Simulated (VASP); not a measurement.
A run of VASP 6.6.1 is set up as follows.

Contents of INCAR:

```
SYSTEM = SrCl2
ADDGRID = .False. ; ALGO = Normal
EDIFF = 1E-8 ; ENCUT = 900
GGA = PE ; ISIF = 2
ISMEAR = 0 ; LASPH = .True.
LCHARG = .False. ; LREAL = .False.
LWAVE = .False. ; NBANDS = 19
NELM = 100 ; PREC = Accurate
SIGMA = 0.05
```

The input KPOINTS:

```
k-points
0
Gamma
  10 10 10
  0 0 0
```

POSCAR

```
SrCl2
1.0
    0.0000000000      3.4883500000      3.4883500000
    3.4883500000      0.0000000000      3.4883500000
    3.4883500000      3.4883500000      0.0000000000
Sr Cl
1 2
Direct
    0.0068970000     -0.0112840000      0.0399150000
    0.7604860000      0.7424010000      0.7508940000
    0.2477780000      0.2469560000      0.2707310000
```

Potentials or basis: VASP PAW PBE potentials, release 64 (Sr_sv, Cl).

The run is started by

```bash
$ cat potpaw_PBE.64/Sr_sv/POTCAR potpaw_PBE.64/Cl/POTCAR > POTCAR
$ mpirun -np 1 vasp_std > vasp.out
```

Q: What does it give for the largest force?

A: 0.427 eV/Å.

Q: Estimate the band gap on the k mesh.

A: 5.31 eV, indirect (least direct gap 5.50 eV).

Forces on the atoms (eV/Å):
```
Sr  -0.251 -0.332  0.096
Cl   0.317  0.232 -0.161
Cl  -0.067  0.100  0.065
```

A k mesh can miss the band edges.
